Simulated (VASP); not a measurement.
Wanted: the native input for a VASP 6.6.1 run.

* Task: Born charges and dielectric tensor
* Functional: LDA
* Potentials or basis: VASP PAW LDA potentials, release 64 (Ga_d, P)
* Cutoff: 520 eV
* k mesh: 10 × 10 × 10
* Occupations: gaussian, width 0.02 eV
* Spin: no spin polarisation
* Further INCAR settings: ALGO = Normal; EDIFF = 1e-08; IBRION = 8; NSW = 1

The structure of GaP lies in POSCAR:

```
GaP                                     
1.0
    0.0000000000      2.6967212633      2.6967212633
    2.6967212633      0.0000000000      2.6967212633
    2.6967212633      2.6967212633      0.0000000000
  Ga              P             
     1     1
Direct
     0.0000000000000000    0.0000000000000000    0.0000000000000000
     0.2500000000000000    0.2500000000000000    0.2500000000000000
```

These files were run (other wordings do the same):

INCAR

```
PREC = Accurate
ENCUT = 520
EDIFF = 1E-8
ISMEAR = 0
SIGMA = 0.02
LREAL = False
LASPH = True
NELM = 100
ALGO = Normal
ISIF = 2
LWAVE = False
LCHARG = False
LEPSILON = True
IBRION = 8
NSW = 1
```

KPOINTS

```
regular mesh
0
Gamma
  10 10 10
```

Potentials or basis: VASP PAW LDA potentials, release 64 (Ga_d, P).

Run with:

```console
$ cat potpaw_LDA.64/Ga_d/POTCAR potpaw_LDA.64/P/POTCAR > POTCAR
$ mpirun -np 1 vasp_std > vasp.out
```

Results of the run:

```
Band gap on the k mesh                                  : 1.40 eV, indirect (least direct gap 1.90 eV)
Electronic dielectric tensor (diagonal)                 : 10.89
Born charges (mean of the diagonal)                     : Ga +2.08; P -2.08 e
Highest phonon frequency at Γ, LO-TO splitting left out : 364 cm⁻¹
```

It took 8 min on 1 thread of Intel(R) Xeon(R) Platinum 8488C (Sapphire Rapids), on a shared host, peak memory 0.35 GiB.
